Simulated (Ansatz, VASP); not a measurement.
# Cross-check of GaN between VASP and Ansatz, part 2 of 2

Aim: how closely do two programs agree when they are given the same cell, functional and k mesh? The cell is taken from a series of runs on this material, whose earlier steps may have relaxed, scaled, displaced or heated it; both programs get it as it stands.

VASP 6.6.1 and Ansatz 0.2.0.

So far. Step 5 (VASP: single point, LDA, pair 2): The run ends at a pressure of -2.96 GPa, with forces up to 0.0032 eV/Å.

### Step 6. Ansatz: single point, LDA, pair 2

Level of this step: Ansatz beside VASP: Kohn-Sham DFT, plane waves, LDA (Ansatz).

The same cell, functional (in two slightly different forms), mesh and smearing now go to Ansatz, which takes its cutoff from its data sets.

The cell is taken from a series of runs on this material, whose earlier steps may have relaxed, scaled, displaced or heated it; both programs get it as it stands.

The input, input.yaml:

```yaml
crystal:
  lattice:
    - [-1.5775309044, -2.2309656057, 1.6016027191]
    - [1.5775309044, -2.2309656057, 1.6016027191]
    - [0.0, -3.6e-09, 3.2032054433]
  atoms:
    - { symbol: Ga, position: [0.0010885704, 0.0010885704, -0.0010885704] }
    - { symbol: "N", position: [0.2489114296, 0.2489114296, 0.2510885704] }
kpoints:
  mp_grid: { grid: [8, 8, 8] }
  band_path:
    path:
      - [[0.0, 0.0, 0.0], [-0.5, -0.5, 0.0], [-0.625, -0.375, 0.0]]
      - [[-0.375, 0.375, 0.0], [0.0, 0.0, 0.0], [-0.37881657, -0.37881657, -0.75763315]]
      - [[-0.62118343, -0.62118343, -0.24236685], [-0.5, -0.5, 0.0]]
      - [[0.0, 0.0, 0.0], [-0.5, 0.0, 0.0], [-0.75, -0.25, -0.5], [-0.5, -0.5, -0.5], [0.0, 0.0, 0.0], [-0.5, 0.0, -0.5], [-0.75, -0.25, -0.5]]
    npoints: 10
hamiltonian:
  xc: lda
scf:
  occupations: { method: fermi_dirac, width: 0.02 }
  n_extra_bands: 30
output:
  eigenvalues: true
  fatbands: true
```

Started as:

```sh
$ ansatz run input.yaml --threads 14 --pin off --max-ram 73728MiB --backend cpu --events-out ev --progress --plain --runs-dir out
```

Numbers of over 12 decimals in the logs are rounded to 6 here.

What it wrote:

```text
[...]
Crystal: 2 atoms, lattice volume = 22.547 Å³
Basis set: ecut = 420 eV, 435 PW (Γ)
Bands: 39, of which v1, the nominal top of the filled ones, is band 9 counted from 1 (8 counted from 0)
Symmetry: 4 space group operations
[...]
k-points: 95 of 512 (time reversal used)
[...]
--- Band table (eV; the first three rows and the last of 95) ---
  k-point 0: bands = [... 5 lower, -3.7624, 9.4513, 9.5340, 9.5503, 11.3355, 19.5602, 19.7143, 19.9014, ... 26 higher]
  k-point 1: bands = [... 5 lower, -3.7641, 7.9475, 9.3466, 9.3822, 12.4612, 18.9384, 19.9232, 20.1176, ... 26 higher]
  k-point 2: bands = [... 5 lower, -3.7056, 5.5659, 8.9916, 9.0118, 13.6431, 18.1652, 20.2193, 20.2830, ... 26 higher]
  k-point 94: bands = [... 5 lower, -1.8589, 3.2939, 6.5813, 6.7964, 12.7285, 16.0077, 21.1852, 23.3187, ... 26 higher]
[key lines of the parts left out:]
SCF converged after 6 iterations
Free energy (F): -4082.074822 eV
Fermi energy:    10.446589 eV
```

### Step 7. Comparison

Compared:

| quantity | Ansatz | VASP | difference |
| --- | --- | --- | --- |
| gap on the k mesh (eV) | 1.785 | 1.804 | -0.019 |

A gap on the mesh is an upper bound, since the band edges may lie between its points.

### Step 8. Ansatz: single point, LDA, pair 3

With cell and atoms fixed, the geometry can't cause a difference; cores, projectors, grids and the points listed under the comparison can. The cell compared in this pair holds 22.22 Å³, against 22.55 Å³ for the pair before.

The cell is taken from a series of runs on this material, whose earlier steps may have relaxed, scaled, displaced or heated it; both programs get it as it stands.

The input, input.yaml:

```yaml
crystal:
  lattice:
    - [-1.5615962488, -2.2084305996, 1.6106979273]
    - [1.5615962488, -2.2084305996, 1.6106979273]
    - [0.0, -3.6e-09, 3.2213958596]
  atoms:
    - { symbol: Ga, position: [0.002379419, 0.002379419, -0.002379419] }
    - { symbol: "N", position: [0.247620581, 0.247620581, 0.252379419] }
kpoints:
  mp_grid: { grid: [8, 8, 8] }
  band_path:
    path:
      - [[0.0, 0.0, 0.0], [-0.5, -0.5, 0.0], [-0.625, -0.375, 0.0]]
      - [[-0.375, 0.375, 0.0], [0.0, 0.0, 0.0], [-0.3827702, -0.3827702, -0.7655404]]
      - [[-0.6172298, -0.6172298, -0.2344596], [-0.5, -0.5, 0.0]]
      - [[0.0, 0.0, 0.0], [-0.5, 0.0, 0.0], [-0.75, -0.25, -0.5], [-0.5, -0.5, -0.5], [0.0, 0.0, 0.0], [-0.5, 0.0, -0.5], [-0.75, -0.25, -0.5]]
    npoints: 10
hamiltonian:
  xc: lda
scf:
  occupations: { method: fermi_dirac, width: 0.02 }
  n_extra_bands: 30
output:
  eigenvalues: true
  fatbands: true
```

What it wrote:

```text
[...]
Crystal: 2 atoms, lattice volume = 22.219 Å³
Basis set: ecut = 420 eV, 427 PW (Γ)
Bands: 39, of which v1, the nominal top of the filled ones, is band 9 counted from 1 (8 counted from 0)
Symmetry: 4 space group operations
[...]
k-points: 95 of 512 (time reversal used)
[...]
--- Band table (eV; the first three rows and the last of 95) ---
  k-point 0: bands = [... 5 lower, -3.5386, 9.6176, 9.7826, 9.8211, 11.6436, 19.7150, 20.0404, 20.4132, ... 26 higher]
  k-point 1: bands = [... 5 lower, -3.5406, 8.1297, 9.5739, 9.6515, 12.7717, 19.1830, 20.2162, 20.6045, ... 26 higher]
  k-point 2: bands = [... 5 lower, -3.5043, 5.7146, 9.2274, 9.2743, 13.9892, 18.4326, 20.5834, 20.7011, ... 26 higher]
  k-point 94: bands = [... 5 lower, -1.6082, 3.5209, 6.6032, 7.0512, 12.8859, 16.2777, 21.5973, 23.6077, ... 26 higher]
[key lines of the parts left out:]
SCF converged after 6 iterations
Free energy (F): -4082.070639 eV
Fermi energy:    10.733691 eV
```

### Step 9. VASP: single point, LDA, pair 3

The same cell, functional (in two slightly different forms), mesh and smearing now go to VASP, with its own data sets.

The input, INCAR:

```
SYSTEM = GaN
PREC = Accurate
ENCUT = 520
EDIFF = 1E-06
NELM = 120
ISMEAR = -1
SIGMA = 0.02
LREAL = .FALSE.
ALGO = Normal
GGA = PW92
NBANDS = 15
LORBIT = 11
LWAVE = .FALSE.
LCHARG = .FALSE.
ISIF = 2
LASPH = .TRUE.
GGA_COMPAT = .FALSE.
EFERMI = MIDGAP
```

The input, POSCAR:

```
GaN
1.0
   -1.5615962488     -2.2084305996      1.6106979273
    1.5615962488     -2.2084305996      1.6106979273
    0.0000000000     -0.0000000036      3.2213958596
Ga N
1 1
Direct
    0.0023794190      0.0023794190      0.9976205810
    0.2476205810      0.2476205810      0.2523794190
```

The input, KPOINTS:

```
Automatic mesh
0
Gamma
8 8 8
0 0 0
```

Potentials, in the order of the species: Ga_d and N (LDA family, release 64).

Started as:

```sh
$ mpirun -np 1 vasp_std
```

What it wrote:

```text
[... set-up lines as in an earlier step ...]
 entering main loop
       N       E                     dE             d eps       ncg     rms          rms(c)
DAV:   1     0.850740542279E+02    0.85074E+02   -0.95183E+03  3150   0.217E+03
DAV:   2    -0.978441437854E+01   -0.94858E+02   -0.88954E+02  3321   0.349E+02
DAV:   3    -0.159490570054E+02   -0.61646E+01   -0.61379E+01  3158   0.750E+01
DAV:   4    -0.160200574230E+02   -0.71000E-01   -0.70982E-01  3664   0.845E+00
[...]
DAV:  11    -0.139397423228E+02    0.74034E-04   -0.24235E-04  4394   0.289E-01    0.120E-02
DAV:  12    -0.139397443786E+02   -0.20558E-05   -0.18949E-05  3179   0.480E-02    0.163E-03
DAV:  13    -0.139397443299E+02    0.48687E-07   -0.48918E-07  2097   0.152E-02
   1 F= -.13939744E+02 E0= -.13939744E+02  d E =-.374341E-22
```

Parts of OUTCAR (step 9):

```text
  Total        0.5861359      0.1547674     -0.7903779      0.0000000      0.0000000      0.0000000
  in kB       42.2651381     11.1599842    -56.9926376      0.0000000      0.0000001      0.0000000
  external PRESSURE =      -1.1891718 kB  Pullay stress =       0.0000000 kB

 POSITION                                       TOTAL-FORCE (eV/Angst)
 -----------------------------------------------------------------------------------
      0.00000     -0.01051      3.22140         0.000000     -0.006575     -0.000000
      0.00000     -1.09371      1.61070         0.000000      0.006575      0.000000
 -----------------------------------------------------------------------------------
    total drift:                                0.000000      0.000172      0.000002

  FREE ENERGIE OF THE ION-ELECTRON SYSTEM (eV)
  ---------------------------------------------------
  free  energy   TOTEN  =       -13.9397443299 eV

  energy  without entropy=      -13.9397443299  energy(sigma->0) =      -13.93974433

[... 1 part as in an earlier step ...]

[... 2 further parts left out ...]
[key lines of the parts left out:]
E-fermi :   6.3650
```

The run ends at a pressure of -0.12 GPa, with forces up to 0.0066 eV/Å.

### Step 10. Comparison

The two programs side by side:

| quantity | Ansatz | VASP | difference |
| --- | --- | --- | --- |
| gap on the k mesh (eV) | 1.823 | 1.841 | -0.018 |

A gap on the mesh is an upper bound, since the band edges may lie between its points.

### Step 11. Summary of results

```json
{"difference in gap on the k mesh (single point, LDA, pair 1)": "-0.017 eV", "difference in gap on the k mesh (single point, LDA, pair 2)": "-0.019 eV", "difference in gap on the k mesh (single point, LDA, pair 3)": "-0.018 eV"}
```

The difference in gap on the k mesh is -0.019 eV (single point, LDA, pair 2), within the 0.08 eV picked in this series as the mark of a large difference. 3 further runs of this series are not shown here. How closely two codes agree says nothing of how well the functional describes the real material.

[Lines on the potential files, build, host, timing and source positions are cut from VASP's logs without a mark.]

[Logs are printed without paths, hosts, clocks, repeated set-up lines and the standing remarks that a program may print on its own settings, such as how far it seeks lower states.]

[Hosts, paths, dates, database ids (printed as entryN), source tags and the programs' standing remarks are cut or masked in the printed files.]
